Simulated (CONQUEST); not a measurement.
# SnTe (Fm-3m) in CONQUEST: equation of state

How stiff is SnTe in PBEsol, and what volume does it want? The cell is scaled to several volumes.

Program: CONQUEST 1.3. These are calculated values, not measurements. Logs are shortened: lines on timing, memory, paths and dates and some standing lists are left out, and cuts for length are marked.

## (1) The structure

The structure is cubic, space group Fm-3m (No. 225). Conventional cell: a = 6.302 Å, b = 6.302 Å, c = 6.302 Å, α = 90.00°, β = 90.00°, γ = 90.00°. Te (site symmetry m-3m) has 6 Sn at 3.15 Å as nearest neighbours. Sn (site symmetry m-3m) has 6 Te at 3.15 Å as nearest neighbours.

## (2) Equation of state, PBEsol, 29.40 Å³/atom (volume scaled by 0.94)

Contents of Conquest_input:

```
IO.Title SnTe
IO.Coordinates coords.dat
IO.FractionalAtomicCoords T
IO.Iprint 2
IO.Iprint_init 1
General.NumberOfSpecies 2
General.PseudopotentialType hamann
AtomMove.TypeOfRun static
AtomMove.FullStress T
Grid.PointsAlongX 48
Grid.PointsAlongY 48
Grid.PointsAlongZ 60
DM.SolutionMethod diagon
Diag.MPMesh T
Diag.GammaCentred T
Diag.MPMeshX 6
Diag.MPMeshY 6
Diag.MPMeshZ 4
Diag.kT 0.00183747
minE.SCTolerance 1e-6
SC.MaxIters 100
IO.AtomChargeOutput T
%block ChemicalSpeciesLabel
1 127.600 Te
2 118.710 Sn
%endblock
```

Contents of coords.dat:

```
    8.2486753546     0.0000000000     0.0000000000
    0.0000000000     8.2486753546     0.0000000000
    0.0000000000     0.0000000000    11.6653885581
4
  0.0000000000   0.0000000000   0.5000000000 1 T T T
  0.5000000000   0.5000000000   0.0000000000 1 T T T
  0.0000000000   0.0000000000   0.0000000000 2 T T T
  0.5000000000   0.5000000000   0.5000000000 2 T T T
```

Potentials or basis: PseudoDojo NC PBEsol, DZP, grid of 48 × 48 × 60 points.

Run with:

```bash
$ OMP_NUM_THREADS=1 Conquest
```

The program printed:

```text
Simulation cell dimensions:     8.2487 a0 x     8.2487 a0 x    11.6654 a0

      Atomic coordinates (a0)
         Atom         X         Y         Z  Species
            1    0.0000    0.0000    5.8327        1
            2    4.1243    4.1243    0.0000        1
            3    0.0000    0.0000    0.0000        2
            4    4.1243    4.1243    5.8327        2

         Monkhorst-Pack mesh:   6 x   6 x   4 gamma-centred
        This calculation includes non-local pseudopotentials,
         with a maximum core radius of      7.49378415

    Job title: SnTe
    Job to be run: static calculation

[... 5 lines left out ...]
      Using Fermi-Dirac smearing

    Integration grid size:     48 x   48 x   60

    Integration grid spacing:  0.172 a0 x 0.172 a0 x 0.194 a0

    Number of species:  2
    --------------------------------------------------------
    |   #  mass (au)  Charge (e)  SF Rad (a0)  NSF  Label  |
    --------------------------------------------------------
    |   1    127.600      16.000        7.194   18  Te     |
    |   2    118.710      14.000        7.777   18  Sn     |
    --------------------------------------------------------
          SCF tolerance:                 0.00000100
          SCF iterations:               100

    LibXC version:  6. 2. 2
    Using the GGA functional Perdew, Burke & Ernzerhof SOL
    Using the GGA functional Perdew, Burke & Ernzerhof SOL

           radial cut-off to be used is taken to be max PAO cut-off radius for this species:    6.869827

           greatest ang. mom. for making density from PAOs:  2

           radial cut-off to be used is taken to be max PAO cut-off radius for this species:    7.493784

           greatest ang. mom. for making density from PAOs:  2
    Minimum blocs/proc is     2160. Maximum blocs/proc is     2160
    set_atom_dens: In set_atomic_density, electrons :      60.000000000000
 matrix_size & matrix_size_padH =           72          72

    Screened ion int: energy:    -274.285047041292 Ha

    new_SC_potl: Starting.  Tolerance:  0.10000E-05

    PulayMixSC: Starting Pulay mixing, A_up =  0.500 A_dn =  0.500
    PulayMixSC: Spin non-polarised calculation.
          Harris-Foulkes Energy            :      -366.619239294072486 Ha
          GroundState Energy (E-(1/2)TS)   :      -366.619268371025271 Ha
          Free Energy (E-TS)               :      -366.619297447978113 Ha
          DFT Total Energy                 :      -366.605264686346857 Ha
          Total number of electrons        :        59.999999999997456
    PulayMixSC: Pulay iteration     1 residual:              0.80742E-03
          Harris-Foulkes Energy            :      -366.611489677007626 Ha
          GroundState Energy (E-(1/2)TS)   :      -366.611541972808084 Ha
          Free Energy (E-TS)               :      -366.611594268608599 Ha
          DFT Total Energy                 :      -366.610730680564131 Ha
          Total number of electrons        :        60.000036072725756
    PulayMixSC: Pulay iteration     2 residual:              0.24235E-03
          Harris-Foulkes Energy            :      -366.611006405311628 Ha
          GroundState Energy (E-(1/2)TS)   :      -366.611059032703736 Ha
          Free Energy (E-TS)               :      -366.611111660095844 Ha
          DFT Total Energy                 :      -366.610977163070856 Ha
          Total number of electrons        :        60.000057099591011
    PulayMixSC: Pulay iteration     3 residual:              0.69109E-04
          Harris-Foulkes Energy            :      -366.610987282364135 Ha
          GroundState Energy (E-(1/2)TS)   :      -366.611041843605278 Ha
          Free Energy (E-TS)               :      -366.611096404846421 Ha
          DFT Total Energy                 :      -366.610987619285595 Ha
          Total number of electrons        :        60.000066276513408
    PulayMixSC: Pulay iteration     4 residual:              0.23636E-04
          Harris-Foulkes Energy            :      -366.610987510779239 Ha
          GroundState Energy (E-(1/2)TS)   :      -366.611042087555745 Ha
          Free Energy (E-TS)               :      -366.611096664332251 Ha
          DFT Total Energy                 :      -366.610987495547704 Ha
          Total number of electrons        :        60.000073040529578
    PulayMixSC: Pulay iteration     5 residual:              0.20798E-05
          Harris-Foulkes Energy            :      -366.610987705304069 Ha
          GroundState Energy (E-(1/2)TS)   :      -366.611042300154793 Ha
          Free Energy (E-TS)               :      -366.611096895005460 Ha
          DFT Total Energy                 :      -366.610987704203410 Ha
          Total number of electrons        :        60.000071688052572
    PulayMixSC: Pulay iteration     6 residual:              0.27181E-06
    PulayMixSC: Reached SCF tolerance of  0.27181E-06 after      6 iterations
      | Number of electrons      =        60.000072
      |* band energy as 2Tr[K.H] =       -56.069483416123489 Ha
      |  screened ion-ion energy =      -274.285047041291989 Ha
      |  Ha correction           =         1.031328928535108 Ha
      |  XC correction           =       -37.287785541122567 Ha
      | GS Energy as E-(1/2)TS   =      -366.611042300154793 Ha
      | Free Energy as E-TS      =      -366.611096895005460 Ha
      |* Harris-Foulkes energy   =      -366.610987705304069 Ha
      |* DFT total energy        =      -366.610987704203410 Ha
      |  estimated accuracy      =        -0.000000001100659 Ha

    force: Forces on atoms (Ha/a0)
    force:  Atom   X              Y              Z
    force:     1  -0.0000000000  -0.0000000000   0.0000000000
    force:     2  -0.0000000000  -0.0000000000  -0.0000000000
    force:     3  -0.0000000000   0.0000000000   0.0000000000
    force:     4  -0.0000000000  -0.0000000000   0.0000000000

    force: Maximum force :        0.00000000(Ha/a0) on atom         2 in z direction
    force: Force Residual:        0.00000000 Ha/a0
    force: Total stress:         -3.30349757     0.00000000    -0.00000000 GPa
                             0.00000000    -3.30349757     0.00000000
                            -0.00000000     0.00000000    -3.89529728
    force: Average pressure:      3.50076414 GPa

    force: Finished force
    get_E_and_F: Change in energy during last step of electronic optimisation: -0.19452E-06

    BIBLIOGRAPHY: Please consider citing the following references in the conquest.bib file

    CONQUEST:         Bowler2002pt, Miyazaki2004, Nakata2020
    Basis:            Bowler2019
    DM:               Bowler:2006xr
    Pseudopotentials: Hamann2013, Bowler2019
    XC references from LibXC:
```

It took 77 s on 1 thread of AMD EPYC 7R43 (Zen 3), shared host; peak memory 0.86 GiB.

What came out:

```yaml
Free_energy: -9975.9962 eV
Pressure: 3.5 GPa
Band_gap_on_the_k_mesh: 0.24 eV
Mulliken_charges: Te -0.23; Sn +0.23 e
```

Caveat: Mulliken charges move with the basis; spin-orbit coupling is left out, which moves the levels of the heavy elements; the basis of atomic orbitals isn't converged, which shifts pressures, moduli and gaps; the real-space grid breaks the cell's symmetry a little.

## (3) Equation of state, PBEsol, 30.03 Å³/atom (volume scaled by 0.96)

Conquest_input is that of step 2.

Contents of coords.dat:

```
    8.3067665316     0.0000000000     0.0000000000
    0.0000000000     8.3067665316     0.0000000000
    0.0000000000     0.0000000000    11.7475418885
4
  0.0000000000   0.0000000000   0.5000000000 1 T T T
  0.5000000000   0.5000000000   0.0000000000 1 T T T
  0.0000000000   0.0000000000   0.0000000000 2 T T T
  0.5000000000   0.5000000000   0.5000000000 2 T T T
```

Potentials or basis: PseudoDojo NC PBEsol, DZP, grid of 48 × 48 × 60 points.

Run with:

```bash
$ OMP_NUM_THREADS=1 Conquest
```

The program printed:

```text
Simulation cell dimensions:     8.3068 a0 x     8.3068 a0 x    11.7475 a0

      Atomic coordinates (a0)
         Atom         X         Y         Z  Species
            1    0.0000    0.0000    5.8738        1
            2    4.1534    4.1534    0.0000        1
            3    0.0000    0.0000    0.0000        2
            4    4.1534    4.1534    5.8738        2

         Monkhorst-Pack mesh:   6 x   6 x   4 gamma-centred
        This calculation includes non-local pseudopotentials,
         with a maximum core radius of      7.49378415

    Job title: SnTe
    Job to be run: static calculation

[... 5 lines left out ...]
      Using Fermi-Dirac smearing

    Integration grid size:     48 x   48 x   60

    Integration grid spacing:  0.173 a0 x 0.173 a0 x 0.196 a0

    Number of species:  2
    --------------------------------------------------------
    |   #  mass (au)  Charge (e)  SF Rad (a0)  NSF  Label  |
[... 62 lines left out ...]
          Total number of electrons        :        60.000100712989500
    PulayMixSC: Pulay iteration     6 residual:              0.31985E-06
    PulayMixSC: Reached SCF tolerance of  0.31985E-06 after      6 iterations
      | Number of electrons      =        60.000101
      |* band energy as 2Tr[K.H] =       -56.053920073869222 Ha
      |  screened ion-ion energy =      -274.327244122553452 Ha
      |  Ha correction           =         1.064872155930080 Ha
      |  XC correction           =       -37.296347301652268 Ha
      | GS Energy as E-(1/2)TS   =      -366.612696604477605 Ha
      | Free Energy as E-TS      =      -366.612752477135473 Ha
      |* Harris-Foulkes energy   =      -366.612640731819738 Ha
      |* DFT total energy        =      -366.612640730214366 Ha
      |  estimated accuracy      =        -0.000000001605372 Ha

    force: Forces on atoms (Ha/a0)
    force:  Atom   X              Y              Z
    force:     1  -0.0000000000   0.0000000000  -0.0000000000
    force:     2  -0.0000000000   0.0000000000   0.0000000000
    force:     3  -0.0000000000   0.0000000000   0.0000000000
    force:     4  -0.0000000000  -0.0000000000   0.0000000000

    force: Maximum force :        0.00000000(Ha/a0) on atom         2 in z direction
    force: Force Residual:        0.00000000 Ha/a0
    force: Total stress:         -2.10913569     0.00000000     0.00000000 GPa
                             0.00000000    -2.10913569     0.00000000
                             0.00000000    -0.00000000    -2.31678833
    force: Average pressure:      2.17835324 GPa

    force: Finished force
    get_E_and_F: Change in energy during last step of electronic optimisation:  0.47223E-07

    BIBLIOGRAPHY: Please consider citing the following references in the conquest.bib file

    CONQUEST:         Bowler2002pt, Miyazaki2004, Nakata2020
    Basis:            Bowler2019
    DM:               Bowler:2006xr
    Pseudopotentials: Hamann2013, Bowler2019
    XC references from LibXC:
```

Run time: 72 s. Hardware: 1 thread of AMD EPYC 7R43 (Zen 3), shared host; peak memory 0.86 GiB.

What came out:

```yaml
Free_energy: -9976.0412 eV
Pressure: 2.2 GPa
Band_gap_on_the_k_mesh: 0.20 eV
Mulliken_charges: Te -0.23; Sn +0.23 e
```

Caveat: Mulliken charges move with the basis; spin-orbit coupling is left out, which moves the levels of the heavy elements; the basis of atomic orbitals isn't converged, which shifts pressures, moduli and gaps; the real-space grid breaks the cell's symmetry a little.

## (4) Equation of state, PBEsol, 30.66 Å³/atom (volume scaled by 0.98)

Conquest_input is that of step 3.

Contents of coords.dat:

```
    8.3640563870     0.0000000000     0.0000000000
    0.0000000000     8.3640563870     0.0000000000
    0.0000000000     0.0000000000    11.8285619789
4
  0.0000000000   0.0000000000   0.5000000000 1 T T T
  0.5000000000   0.5000000000   0.0000000000 1 T T T
  0.0000000000   0.0000000000   0.0000000000 2 T T T
  0.5000000000   0.5000000000   0.5000000000 2 T T T
```

Run with:

```bash
$ OMP_NUM_THREADS=1 Conquest
```

Wall time 70 s (1 thread of AMD EPYC 7R43 (Zen 3), shared host); peak memory 0.84 GiB.

It converged, with:

```
Free energy            : -9976.0649 eV
Pressure               : 0.9 GPa
Band gap on the k mesh : 0.14 eV
Mulliken charges       : Te -0.23; Sn +0.23 e
```

Caveat: Mulliken charges move with the basis; spin-orbit coupling is left out, which moves the levels of the heavy elements; the basis of atomic orbitals isn't converged, which shifts pressures, moduli and gaps; the real-space grid breaks the cell's symmetry a little.

## (5) Equation of state, PBEsol, 31.28 Å³/atom

Conquest_input is that of step 4.

Contents of coords.dat:

```
    8.4205719959     0.0000000000     0.0000000000
    0.0000000000     8.4205719959     0.0000000000
    0.0000000000     0.0000000000    11.9084871196
4
  0.0000000000   0.0000000000   0.5000000000 1 T T T
  0.5000000000   0.5000000000   0.0000000000 1 T T T
  0.0000000000   0.0000000000   0.0000000000 2 T T T
  0.5000000000   0.5000000000   0.5000000000 2 T T T
```

Run with:

```bash
$ OMP_NUM_THREADS=1 Conquest
```

Wall time 69 s (1 thread of AMD EPYC 7R43 (Zen 3), shared host); peak memory 0.8 GiB.

Results (log left out):

```yaml
Free_energy: -9976.0727 eV
Pressure: 0.2 GPa
Band_gap_on_the_k_mesh: 0.08 eV
Mulliken_charges: Te -0.23; Sn +0.23 e
```

Caveat: Mulliken charges move with the basis; spin-orbit coupling is left out, which moves the levels of the heavy elements; the basis of atomic orbitals isn't converged, which shifts pressures, moduli and gaps; the real-space grid breaks the cell's symmetry a little.

## (6) Equation of state, PBEsol, 31.91 Å³/atom (volume scaled by 1.02)

Conquest_input is that of step 5.

Contents of coords.dat:

```
    8.4763389985     0.0000000000     0.0000000000
    0.0000000000     8.4763389985     0.0000000000
    0.0000000000     0.0000000000    11.9873535710
4
  0.0000000000   0.0000000000   0.5000000000 1 T T T
  0.5000000000   0.5000000000   0.0000000000 1 T T T
  0.0000000000   0.0000000000   0.0000000000 2 T T T
  0.5000000000   0.5000000000   0.5000000000 2 T T T
```

Potentials or basis: PseudoDojo NC PBEsol, DZP, grid of 48 × 48 × 60 points.

Run with:

```bash
$ OMP_NUM_THREADS=1 Conquest
```

It took 71 s on 1 thread of AMD EPYC 7R43 (Zen 3), shared host; peak memory 0.8 GiB.

It converged, with:

- Free energy: -9976.0675 eV
- Pressure: -0.8 GPa
- Band gap on the k mesh: none (metal or under the smearing width)
- Mulliken charges: Te -0.23; Sn +0.23 e

Caveat: Mulliken charges move with the basis; the basis of atomic orbitals isn't converged, which shifts pressures, moduli and gaps; the real-space grid breaks the cell's symmetry a little.

## (7) Equation of state, PBEsol, 32.53 Å³/atom (volume scaled by 1.04)

Conquest_input is that of step 6.

Contents of coords.dat:

```
    8.5313817031     0.0000000000     0.0000000000
    0.0000000000     8.5313817031     0.0000000000
    0.0000000000     0.0000000000    12.0651957105
4
  0.0000000000   0.0000000000   0.5000000000 1 T T T
  0.5000000000   0.5000000000   0.0000000000 1 T T T
  0.0000000000   0.0000000000   0.0000000000 2 T T T
  0.5000000000   0.5000000000   0.5000000000 2 T T T
```

Run with:

```bash
$ OMP_NUM_THREADS=1 Conquest
```

Run time: 61 s. Hardware: 1 thread of AMD EPYC 7R43 (Zen 3), shared host; peak memory 0.8 GiB.

It converged, with:

```yaml
Free_energy: -9976.0495 eV
Pressure: -1.5 GPa
Band_gap_on_the_k_mesh: none (metal or under the smearing width)
Mulliken_charges: Te -0.23; Sn +0.23 e
```

Caveat: Mulliken charges move with the basis; the basis of atomic orbitals isn't converged, which shifts pressures, moduli and gaps; the real-space grid breaks the cell's symmetry a little.

## (8) Equation of state, PBEsol, 33.16 Å³/atom (volume scaled by 1.06)

Conquest_input is that of step 7.

Contents of coords.dat:

```
    8.5857231791     0.0000000000     0.0000000000
    0.0000000000     8.5857231791     0.0000000000
    0.0000000000     0.0000000000    12.1420461628
4
  0.0000000000   0.0000000000   0.5000000000 1 T T T
  0.5000000000   0.5000000000   0.0000000000 1 T T T
  0.0000000000   0.0000000000   0.0000000000 2 T T T
  0.5000000000   0.5000000000   0.5000000000 2 T T T
```

Run with:

```bash
$ OMP_NUM_THREADS=1 Conquest
```

Run time: 64 s. Hardware: 1 thread of AMD EPYC 7R43 (Zen 3), shared host; peak memory 0.78 GiB.

It converged, with:

- Free energy: -9976.0184 eV
- Pressure: -2.4 GPa
- Band gap on the k mesh: 0.08 eV
- Mulliken charges: Te -0.23; Sn +0.23 e

Caveat: Mulliken charges move with the basis; spin-orbit coupling is left out, which moves the levels of the heavy elements; the basis of atomic orbitals isn't converged, which shifts pressures, moduli and gaps.

## (9) Equation of state, PBEsol

Potentials or basis: PseudoDojo NC PBEsol, DZP, grid of 48 × 48 × 60 points.

No new run: the results of the series are fitted here.

Results:

```yaml
Equilibrium_volume: 31.32 Å³/atom
Bulk_modulus: 46 GPa
Pressure_derivative_of_the_bulk_modulus: "5.6 (rough: it moves with the points fitted)"
```

Energy against volume, from the lowest point:
```tsv
volume (Å³/atom)	energy (meV/atom)
29.404	19.13
30.030	7.87
30.656	1.96
31.281	0.00
31.907	1.29
32.532	5.80
33.158	13.58
```

Caveat: the DZP basis gives volumes some 2 % larger than converged bases do, and moduli off by several per cent; the basis of atomic orbitals isn't converged, which shifts pressures, moduli and gaps.
